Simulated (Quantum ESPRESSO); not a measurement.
Mg: zone-centre phonons under several settings

```
Mg
1.0
     3.20930    0.00000    0.00000
    -1.60465    2.77934    0.00000
     0.00000    0.00000    5.21030
Mg
2
Direct
  0.66667 0.33333 0.75000
  0.33333 0.66667 0.25000
```

All runs used Quantum ESPRESSO 7.5; k mesh 10 × 10 × 5; relaxed cell; no spin polarisation.

| level | potentials | cutoff (eV) | occupations | volume (Å³/atom) | pressure (GPa) | lowest optical mode without the field (cm⁻¹) | highest optical mode without the field (cm⁻¹) |
| --- | --- | --- | --- | --- | --- | --- | --- |
| PBEsol | GBRV 1.5 PBEsol | 612 | cold, width 0.136 eV | ? | 0.0 | ? | ? |
| PBE | SSSP 1.3 efficiency PBE | 748 | methfessel-paxton, width 0.136 eV | 22.93 | 0.0 | 117 | 241 |
| LDA | JTH 2.0 LDA | 490 | cold, width 0.272 eV | 21.52 | -0.2 | 122 | 251 |

Question: What stands in the row left open?

Answer: Volume 22.50 Å³/atom; lowest optical mode without the field 117 cm⁻¹; highest optical mode without the field 245 cm⁻¹.

Caveats: the mesh is thin for the phonons of a metal; before the sum rule the acoustic modes lie tens of cm⁻¹ from zero, a sign that the density grid also shifts the optical modes (some runs); the cutoff is low for these files, which shifts pressure and relaxed volume (some runs).

For the row left open. Caveat: the mesh is thin for the phonons of a metal; before the sum rule the acoustic modes lie tens of cm⁻¹ from zero, a sign that the density grid also shifts the optical modes.

The runs don't all hold the same shells in valence.
